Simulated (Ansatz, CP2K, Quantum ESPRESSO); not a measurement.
# One calculation of FePt, 3 ways

```
CELL_PARAMETERS angstrom
2.72350 0.00000 0.00000
0.00000 2.72350 0.00000
0.00000 0.00000 3.72000
ATOMIC_POSITIONS crystal
Pt 0.50000 0.50000 0.50000
Fe 0.00000 0.00000 0.00000
```

Alike in all runs: task single point; functional PBEsol; k mesh 10 × 10 × 7; occupations fermi-dirac, width 0.05 eV; collinear spin, ferromagnetic start; no spin-orbit coupling. Pressure is positive in compression and, in plane waves, holds the error of the finite cutoff.

```csv
program and potentials,plane-wave cutoff (eV),notes,pressure (GPa),net moment per atom (μB)
"Quantum ESPRESSO, GBRV 1.5 PBEsol",762,16 valence electrons an atom on average,-5.87,1.66
"Ansatz, all-electron LAPW, scalar-relativistic",-,-,-6.00,1.64
"CP2K, GTH_POTENTIALS Pt GTH-PBE-q18; POTENTIAL_UZH Fe GTH-PBE-q16; TZVP-MOLOPT-SR-GTH, TZVP-MOLOPT-PBE-GTH basis",-,atomic basis; potentials made for PBE; 17 valence electrons an atom on average,-4.27,1.69
```

The pressure spans -6.00 (Ansatz, all-electron LAPW, scalar-relativistic) to -4.27 GPa (CP2K, GTH_POTENTIALS Pt GTH-PBE-q18; POTENTIAL_UZH Fe GTH-PBE-q16; TZVP-MOLOPT-SR-GTH, TZVP-MOLOPT-PBE-GTH basis), with all-electron results at -6.00. The net moment per atom spans 1.64 (Ansatz, all-electron LAPW, scalar-relativistic) to 1.69 μB (CP2K, GTH_POTENTIALS Pt GTH-PBE-q18; POTENTIAL_UZH Fe GTH-PBE-q16; TZVP-MOLOPT-SR-GTH, TZVP-MOLOPT-PBE-GTH basis), with all-electron results at 1.64. The state is the one that the start led to, which needn't be the lowest. Rows in atomic bases carry the error of their basis and grid, which can be large.

Differences between rows come from potentials, basis sets and numerical settings, since the functional is the same but for its coding. Runs on potential files found faulty are left out.
